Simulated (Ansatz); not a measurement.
Rows from a G0W0 calculation on Te2Mo (layers cut from the bulk crystal) (Ansatz 0.2.0; G0W0 on PBEsol, plane waves, PAW; 9×9×1 mesh, 1637 empty bands, screening to 100 eV), in eV. Spin-orbit coupling is left out.

| row | Σx | Σc | Vxc | Z |
| --- | --- | --- | --- | --- |
| A | -18.07 | 0.34 | -17.73 | 0.74 |
| B | -13.94 | -3.42 | -17.74 | 0.73 |
| C | -18.24 | 0.31 | -17.96 | 0.74 |
| D | -18.40 | 0.62 | -17.85 | 0.72 |
| E | -13.91 | -3.52 | -17.83 | 0.73 |
| F | -12.72 | -4.06 | -17.05 | 0.73 |

Question: Which rows are filled states and which are empty ones, and how can one tell?

Filled: A, C and D. Empty: B, E and F. The sign of Σc tells: for a filled state bare exchange, which holds its interaction with itself, lies below Vxc (Σx − Vxc is -0.3 eV or lower here) and screening gives part back as a positive Σc. For an empty state Σx lies above Vxc (+3.8 eV or more) and the Coulomb hole leaves Σc negative.

[Runs of the session that timed out or met a known fault of the program may be left out.]

[Cells called generated may have been cut or substituted from an entry of the Crystallography Open Database or the Materials Project.]

[Hosts, paths, dates, database ids (printed as entryN), source tags and the programs' standing remarks are cut or masked in the printed files.]
